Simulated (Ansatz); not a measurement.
## From the elastic tensor of GaN to moduli and sound speeds

Computed with DFT PBE0, scalar-relativistic, plane waves, PAW in Ansatz 0.2.0. Plane waves to 420 eV; Γ-centred k mesh 6×6×6; fixed occupations. No spin polarisation.

It takes space group F-43m (No. 216, cubic). Conventional cell: a = 4.496 Å, b = 4.496 Å, c = 4.496 Å, α = 90.00°, β = 90.00°, γ = 90.00°. Around Ga (site symmetry -43m) lie 4 N at 1.95 Å. N (site symmetry -43m) has 4 Ga at 1.95 Å as nearest neighbours.

The cell is the ideal cubic zincblende prototype; this isn't the usual structure of the compound.

Relaxed-ion constants (GPa, on the Cartesian axes of the calculation):
C11 = 289.5, C12 = 155.5, C13 = 155.5, C22 = 289.5, C23 = 155.5, C33 = 289.5, C44 = 164.6, C55 = 164.6, C66 = 164.6 GPa; the others vanish.

Density 6.119 g/cm³; 2 atoms in 22.72 Å³.

The values that follow are for a polycrystal of randomly turned grains, by Hill's mean where one number stands. In a crystal this anisotropic the Voigt and Reuss bounds lie far apart, so Hill's mean and the sound speeds and Debye temperature from it are rough.

With S = C⁻¹: B_V = (C11+C22+C33+2(C12+C13+C23))/9, G_V = (C11+C22+C33−C12−C13−C23+3(C44+C55+C66))/15, 1/B_R = S11+S22+S33+2(S12+S13+S23), 15/G_R = 4(S11+S22+S33−S12−S13−S23)+3(S44+S55+S66); Hill is their mean. Then v_l = √((B+4G/3)/ρ), v_t = √(G/ρ), v_m = [(2/v_t³+1/v_l³)/3]^(−1/3) and Θ = (ħ/k_B)·v_m·(6π²n/V)^(1/3) for n atoms in the volume V; E = 9BG/(3B+G), ν = (3B−2G)/(2(3B+G)) and A^U = 5G_V/G_R + B_V/B_R − 6.

- Bulk modulus, Voigt / Reuss / Hill: 200.2 / 200.2 / 200.2 GPa
- Shear modulus, Voigt / Reuss / Hill: 125.5 / 104.0 / 114.7 GPa
- Young's modulus: 289 GPa
- Poisson ratio: 0.259
- Pugh ratio B/G: 1.74
- Universal anisotropy index: 1.04
- Longitudinal and transverse sound speeds: 7597 and 4330 m/s
- Debye temperature from the mean sound speed: 637 K

Cost: 1 run of about 9.6 core-minutes, on AMD EPYC 9R45 (Zen 5) (shared hosts).

The constants satisfy the mechanical stability conditions for a cubic crystal, so this zincblende GaN resists any small homogeneous strain. Its resistance to shear depends strongly on direction: C44, at 164.6 GPa, is well above half the difference between C11 and C12, which measures the stiffness against tetragonal shear. The cause lies in the tetrahedral bond network. Tetragonal shear changes the bond angles but, to first order, not the bond lengths, whereas the shear governed by C44 also stretches and compresses the strong, partly ionic Ga–N bonds, even after the sublattices have shifted to relieve part of the strain. The crystal is therefore stiffest in tension along the bond directions ⟨111⟩ and most compliant along the cube axes.

That C44 exceeds C12 fits directional, covalent bonding, though the margin is modest. The Pugh ratio lies so close to the customary dividing line that it can't settle whether the material is brittle or ductile. Stability against finite-wavelength phonons or transformation to wurtzite doesn't follow from these elastic constants.
